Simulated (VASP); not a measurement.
VASP ran on this input.

INCAR:
```
SYSTEM = InN
PREC = Accurate
ENCUT = 520
EDIFF = 1E-6
NELM = 100
ALGO = Normal
LREAL = .FALSE.
LASPH = .TRUE.
ISMEAR = 0
SIGMA = 0.05
GGA = PE
LMAXMIX = 4
LWAVE = .FALSE.
LCHARG = .FALSE.
ISIF = 2
IBRON = 2
NSW = 10
POTIM = 0.5
ISYM = 0
```

**POSCAR**
```
InN
1
    1.8054000000    -3.1270450000     0.0000000000
    1.8054000000     3.1270450000     0.0000000000
    0.0000000000     0.0000000000     5.8140000000
In N
2 2
Direct
  0.6919058642   0.3745614007   0.5000000000
  0.3333330000   0.6666670000   0.0000000000
  0.6666670000   0.3333330000   0.8790000000
  0.3333330000   0.6666670000   0.3790000000
```

**KPOINTS**
```
Automatic mesh
0
Gamma
5 5 3
0 0 0
```

POTCAR, in this order: In_d N (PBE.64 set). Program: vasp_std.

Question: Does this input run properly? What does VASP do?

Answer: There is a fault: IBRION is misspelt, so VASP ignores the line and takes its default. The run ends without an error. Against the sound run, the energy per atom (σ→0) increases by 0.016 eV/atom; the pressure increases by 0.42 GPa; the largest force increases by 0.937 eV/Å.

**standard output**
```
...
DAV:   2    -0.213183230655E+02   -0.10295E-06   -0.17177E-06  1500   0.127E-02
      2 T=     0. E= -.21318164E+02 F= -.21318323E+02 E0= -.21318020E+02  EK= 0.15914E-03 SP= 0.00E+00 SK= 0.00E+00
 bond charge predicted
 prediction of wavefunctions
       N       E                     dE             d eps       ncg     rms          rms(c)
DAV:   1    -0.213186014399E+02   -0.27848E-03   -0.87492E-05  1684   0.623E-02    0.429E-03
DAV:   2    -0.213186016668E+02   -0.22693E-06   -0.35412E-06  2122   0.147E-02
      3 T=     1. E= -.21318164E+02 F= -.21318602E+02 E0= -.21318298E+02  EK= 0.43757E-03 SP= 0.00E+00 SK= 0.00E+00
 bond charge predicted
 prediction of wavefunctions
       N       E                     dE             d eps       ncg     rms          rms(c)
DAV:   1    -0.213190155843E+02   -0.41414E-03   -0.75301E-04  1672   0.163E-01    0.636E-03
DAV:   2    -0.213190168190E+02   -0.12348E-05   -0.14344E-05  2194   0.323E-02    0.185E-03
DAV:   3    -0.213190166990E+02    0.12006E-06   -0.27259E-07   884   0.591E-03
      4 T=     2. E= -.21318164E+02 F= -.21319017E+02 E0= -.21318713E+02  EK= 0.85255E-03 SP= 0.00E+00 SK= 0.00E+00
 bond charge predicted
 prediction of wavefunctions
       N       E                     dE             d eps       ncg     rms          rms(c)
DAV:   1    -0.213195640697E+02   -0.54725E-03   -0.13251E-03  1672   0.216E-01    0.826E-03
DAV:   2    -0.213195663748E+02   -0.23051E-05   -0.25369E-05  2200   0.426E-02    0.212E-03
DAV:   3    -0.213195662226E+02    0.15219E-06   -0.43084E-07   914   0.795E-03
      5 T=     4. E= -.21318164E+02 F= -.21319566E+02 E0= -.21319262E+02  EK= 0.14021E-02 SP= 0.00E+00 SK= 0.00E+00
 bond charge predicted
 prediction of wavefunctions
       N       E                     dE             d eps       ncg     rms          rms(c)
DAV:   1    -0.213202440746E+02   -0.67770E-03   -0.20602E-03  1672   0.270E-01    0.103E-02
DAV:   2    -0.213202476782E+02   -0.36036E-05   -0.39597E-05  2200   0.534E-02    0.265E-03
DAV:   3    -0.213202474498E+02    0.22840E-06   -0.68741E-07  1046   0.102E-02
      6 T=     5. E= -.21318164E+02 F= -.21320247E+02 E0= -.21319942E+02  EK= 0.20833E-02 SP= 0.00E+00 SK= 0.00E+00
 bond charge predicted
 prediction of wavefunctions
       N       E                     dE             d eps       ncg     rms          rms(c)
DAV:   1    -0.213210521073E+02   -0.80443E-03   -0.29495E-03  1672   0.322E-01    0.123E-02
DAV:   2    -0.213210572566E+02   -0.51493E-05   -0.56568E-05  2194   0.639E-02    0.319E-03
DAV:   3    -0.213210569454E+02    0.31117E-06   -0.10575E-06  1220   0.121E-02
      7 T=     7. E= -.21318164E+02 F= -.21321057E+02 E0= -.21320751E+02  EK= 0.28928E-02 SP= 0.00E+00 SK= 0.00E+00
 bond charge predicted
 prediction of wavefunctions
       N       E                     dE             d eps       ncg     rms          rms(c)
DAV:   1    -0.213219841178E+02   -0.92686E-03   -0.39902E-03  1672   0.375E-01    0.143E-02
DAV:   2    -0.213219910454E+02   -0.69276E-05   -0.76221E-05  2200   0.741E-02    0.370E-03
DAV:   3    -0.213219906364E+02    0.40901E-06   -0.14818E-06  1328   0.136E-02
      8 T=    10. E= -.21318164E+02 F= -.21321991E+02 E0= -.21321683E+02  EK= 0.38266E-02 SP= 0.00E+00 SK= 0.00E+00
 bond charge predicted
 prediction of wavefunctions
       N       E                     dE             d eps       ncg     rms          rms(c)
DAV:   1    -0.213230353947E+02   -0.10443E-02   -0.51761E-03  1672   0.427E-01    0.163E-02
DAV:   2    -0.213230443517E+02   -0.89570E-05   -0.98645E-05  2200   0.842E-02    0.422E-03
DAV:   3    -0.213230438335E+02    0.51817E-06   -0.20108E-06  1492   0.151E-02
      9 T=    13. E= -.21318164E+02 F= -.21323044E+02 E0= -.21322735E+02  EK= 0.48797E-02 SP= 0.00E+00 SK= 0.00E+00
 bond charge predicted
 prediction of wavefunctions
       N       E                     dE             d eps       ncg     rms          rms(c)
DAV:   1    -0.213242006621E+02   -0.11563E-02   -0.65029E-03  1672   0.479E-01    0.182E-02
DAV:   2    -0.213242118776E+02   -0.11216E-04   -0.12376E-04  2194   0.944E-02    0.474E-03
DAV:   3    -0.213242112351E+02    0.64249E-06   -0.26584E-06  1634   0.167E-02
     10 T=    16. E= -.21318164E+02 F= -.21324211E+02 E0= -.21323901E+02  EK= 0.60471E-02 SP= 0.00E+00 SK= 0.00E+00
 bond charge predicted
 prediction of wavefunctions
 wavefunctions rotated
```

OUTCAR:
```
------------------------ aborting loop because EDIFF is reached ----------------------------------------
  FORCE on cell =-STRESS in cart. coord.  units (eV):
  Direction    XX          YY          ZZ          XY          YZ          ZX
  --------------------------------------------------------------------------------------
  Total       -1.0624160     -0.5274930     -0.6602008     -0.7243875     -0.1070627     -0.3968596
  in kB      -25.9294072    -12.8740363    -16.1129127    -17.6794580     -2.6129804     -9.6857871
  external PRESSURE =     -18.3054520 kB  Pullay stress =       0.0000000 kB
  kinetic pressure (ideal gas correction) =      0.09 kB
  total pressure  =    -18.22 kB
  Total+kin.   -25.689     -12.852     -16.110     -17.607      -2.622      -9.714
  volume of cell :       65.65
      direct lattice vectors                 reciprocal lattice vectors
     1.805400000 -3.127045000  0.000000000     0.276946937 -0.159895364  0.000000000
     1.805400000  3.127045000  0.000000000     0.276946937  0.159895364  0.000000000
     0.000000000  0.000000000  5.814000000     0.000000000  0.000000000  0.171998624
 POSITION                                       TOTAL-FORCE (eV/Angst)
 -----------------------------------------------------------------------------------
      1.92456     -0.99261      2.90711        -0.848415     -0.276963      0.105271
      1.80543      1.04236      5.81398         0.038940      0.012212     -0.023150
      1.80594     -1.04210      5.11048         0.068286      0.030903     -0.006294
      1.81150      1.04416      2.20278         0.743505      0.233810     -0.075879
 -----------------------------------------------------------------------------------
    total drift:                                0.002315     -0.000037     -0.000052
  FREE ENERGIE OF THE ION-ELECTRON SYSTEM (eV)
  ---------------------------------------------------
  free  energy   TOTEN  =       -21.3242112351 eV

  energy  without entropy=      -21.3235904058  energy(sigma->0) =      -21.32390082
  ENERGY OF THE ELECTRON-ION-THERMOSTAT SYSTEM (eV)
  ---------------------------------------------------
% ion-electron   TOTEN  =       -21.324211  see above
  kinetic energy EKIN   =         0.006047
  kin. lattice  EKIN_LAT=         0.000000  (temperature   15.59 K)
  nose potential ES     =         0.000000
  nose kinetic   EPS    =         0.000000
  ---------------------------------------------------
  total energy   ETOTAL =       -21.318164 eV
```
(Selected blocks of OUTCAR.)

To mend it, set IBRION = 2, set NSW = 40, set EDIFFG = -0.01, remove IBRON, remove POTIM, remove ISYM.

The mended run (PBE GGA, plane waves, VASP's PBE PAW potentials (set 64)) converges, and its OSZICAR ends with
```
  15 F= -.21382562E+02 E0= -.21382049E+02  d E =-.812025E-04
```

The compound is InN in the wurtzite structure. The cell was not relaxed at this level, atoms are displaced from their ideal sites.
